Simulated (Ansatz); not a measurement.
Here is an Ansatz 0.2.0 calculation.

Contents of input.yaml:

```yaml
crystal:
  lattice:
    - [6.3464495577, 0.0, 0.0]
    - [0.0, 3.49421554, 0.0]
    - [-0.5490254083, 0.0, 14.8561586148]
  atoms:
    - { symbol: Te, position: [0.06308657, 0.5, 0.40139181] }
    - { symbol: Te, position: [0.93626097, 0.0, 0.59892358] }
    - { symbol: Te, position: [0.56720469, 0.0, 0.36206281] }
    - { symbol: Te, position: [0.43253951, 0.5, 0.63827401] }
    - { symbol: Te, position: [0.09104745, 0.0, 0.13792275] }
    - { symbol: Te, position: [0.90945389, 0.5, 0.86175202] }
    - { symbol: Te, position: [0.58109276, 0.5, 0.09854983] }
    - { symbol: Te, position: [0.41934698, 0.0, 0.90115399] }
    - { symbol: Mo, position: [0.31968622, 0.0, 0.50682682] }
    - { symbol: Mo, position: [0.6797845, 0.5, 0.49352002] }
    - { symbol: Mo, position: [0.1814915, 0.5, 0.00653163] }
    - { symbol: Mo, position: [0.81900395, 0.0, 0.99308972] }
hamiltonian:
  xc: revpbe
  pseudopotentials: { kind: paw }
  dispersion: d4
kpoints:
  mp_grid: { grid: [4, 8, 2] }
scf:
  occupations: { method: fermi_dirac, width: 0.05 }
output:
  forces: true
  stress: true
  eigenvalues: true
relax:
  f_tol: 0.01
  max_steps: 40
  cell: { stress_tol: 0.05 }
```

Potentials or basis: Ansatz PAW.

Command:

```bash
$ ansatz run input.yaml --threads 4 --pin off --max-ram 11264MiB --backend cpu --events-out ev --progress --plain --runs-dir out
```

Problem. Predict the space group after relaxing (to 0.05 Å).

Solution. P2_1/m (No. 11).

Problem. What does it give for the relaxed cell?

Solution. a = 6.322 Å, b = 3.468 Å, c = 13.121 Å, α = 90.00°, β = 94.02°, γ = 90.00°.

Final structure:
```yaml
crystal:
  lattice:
    - [6.32146, 0.00000, -0.08448]
    - [0.00000, 3.46769, 0.00000]
    - [-0.74463, 0.00000, 13.09941]
  atoms:
    - { symbol: Te, position: [0.05386, 0.50000, 0.39168] }
    - { symbol: Te, position: [0.94610, 0.00000, 0.60832] }
    - { symbol: Te, position: [0.55817, 0.00000, 0.34328] }
    - { symbol: Te, position: [0.44182, 0.50000, 0.65673] }
    - { symbol: Te, position: [0.09573, 0.00000, 0.15735] }
    - { symbol: Te, position: [0.90429, 0.50000, 0.84264] }
    - { symbol: Te, position: [0.58814, 0.50000, 0.10783] }
    - { symbol: Te, position: [0.41189, 0.00000, 0.89217] }
    - { symbol: Mo, position: [0.31939, 0.00000, 0.50624] }
    - { symbol: Mo, position: [0.68058, 0.50000, 0.49377] }
    - { symbol: Mo, position: [0.18286, 0.50000, 0.00798] }
    - { symbol: Mo, position: [0.81717, 0.00000, 0.99202] }
```

 Spin-orbit coupling is left out, which matters for the levels of Te.
